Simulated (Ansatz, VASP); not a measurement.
# Two plane-wave programs on Si

```xyz
1
Lattice="0.0000 1.9589 1.9589 1.9589 0.0000 1.9589 1.9589 1.9589 0.0000" Properties=species:S:1:pos:R:3 pbc="T T T"
Si    0.0000    0.0000    0.0000
```

Alike in both runs: task single point; functional PBE; k mesh 20 × 20 × 20; occupations gaussian, width 0.05 eV; no spin polarisation.

```csv
,VASP,Ansatz
version,VASP 6.6.1,Ansatz 0.2.0
potentials or method,"VASP PAW PBE potentials, release 64 (Si)","scalar-relativistic, plane waves, PAW"
plane-wave cutoff (eV),520,420
valence electrons in the cell,4,4
```

|  | VASP | Ansatz | Ansatz less VASP |
| --- | --- | --- | --- |
| gap on the k mesh at the Fermi level (eV) | none | none | - |
| pressure (GPa) | -3.1 | -3.1 | +0.02 |

A gap of «none» marks a metal or a gap that the smearing closes.
